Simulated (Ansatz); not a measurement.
# SnO2: the cost of one run

Program: Ansatz 0.2.0. Linear response, PAW datasets, plane waves. Computed, not measured; no magnetism was allowed, and the structure may never have been made.

## Step 1: The structure to begin with

The cell was relaxed beforehand with PBEsol.

Space group Fm-3m (No. 225), cubic; conventional cell a = 5.084 Å, 10.95 Å³ an atom. Sn has 8 O at 2.20 Å; O has 4 Sn at 2.20 Å.

The structure in full:

```
Sn O
1.0
     0.00000    2.54217    2.54217
     2.54217    0.00000    2.54217
     2.54217    2.54217    0.00000
Sn O
1 2
Direct
  0.00000 0.00000 0.00000
  0.25000 0.25000 0.25000
  0.75000 0.75000 0.75000
```

## Step 2: Phonons at Γ with PBEsol

input.yaml reads:

```yaml
crystal:
  lattice:
    - [0.0, 2.5421658042, 2.5421658042]
    - [2.5421658042, 0.0, 2.5421658042]
    - [2.5421658042, 2.5421658042, 0.0]
  atoms:
    - { symbol: Sn, position: [0.0, 0.0, 0.0] }
    - { symbol: O, position: [0.25, 0.25, 0.25] }
    - { symbol: O, position: [0.75, 0.75, 0.75] }
kpoints:
  mp_grid: { grid: [8, 8, 8] }
hamiltonian:
  xc: pbesol
scf:
  occupations: { method: fixed }
phonons:
  method: dfpt
  dielectric: true
  qpoints: [[0, 0, 0]]
  rigid_motions: translations
```

Started as:

```console
$ ansatz run input.yaml --threads 2 --pin off --max-ram 2211MiB --backend cpu --events-out ev --progress --plain --runs-dir out
```

**Question.** How long does this run take on 2 threads of Arm Neoverse V1, shared host, and how much memory does it need?

About 35 s, with a peak of 0.67 GiB.
